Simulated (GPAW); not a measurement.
Runs of GPAW 26.7.0 on CuO. The typed cell holds 4 atoms: a = 2.880 Å, b = 2.880 Å, c = 5.176 Å, α = 89.81°, β = 89.81°, γ = 89.22°. The cell comes from a database or a generator and needn't be the stable form of this composition.

```tsv
task	level	potentials or basis	k mesh	cutoff (eV)	maxiter	band path	band points	ranks	convergence	mesh quality	gap on the mesh (eV)	pressure (GPa)	largest force (eV/Å)
band structure	LDA	the program's PAW data sets (release 1.2.1) made for this functional, pw	6 × 6 × 4	800	150	GYFLI,I1ZF1,YX1,XGN,MG	80	-	-	coarse	-	-7.0	0.02
band structure	PBEsol	PAW data sets generated in the run's folder for this functional, pw	6 × 6 × 4	800	150	GYFLI,I1ZF1,YX1,XGN,MG	80	-	-	coarse	-	(b)	0.01
band structure	r2SCAN	GPAW PAW data sets (gpaw-data 1.2.1), pw	6 × 6 × 4	800	150	GYFLI,I1ZF1,YX1,XGN,MG	80	4	-	coarse	-	1.2	0.01
single point	PBEsol	PAW data sets generated in the run's folder for this functional, pw	9 × 9 × 5	800	150	-	-	-	-	not flagged	none	(a)	0.01
single point	LDA	the program's PAW data sets (release 1.2.1) made for this functional, pw	7 × 7 × 4	600	120	-	-	-	default	not flagged	none	-10.8	0.01
```

Alike in all rows: no spin polarisation; cell as given; smearing fermi-dirac 0.05 eV.

Task: Estimate the missing entries.

Result: (a) 0.7; (b) 0.6.

Caveats: some runs use coarse meshes; the run has no spin polarisation, though such a crystal can be magnetic; semilocal functionals often make such compounds metallic where correlation or magnetic order opens a gap, which also shifts bond lengths; the PAW data sets were made with another functional, which shifts forces and pressure a little (some runs); the cutoff is short for stress and forces, so pressures can be off by a GPa or more (some runs).

A k mesh can miss the band edges.

A gap of «none» marks a metal or a gap under the smearing width.

Not every run made on this cell is shown here.
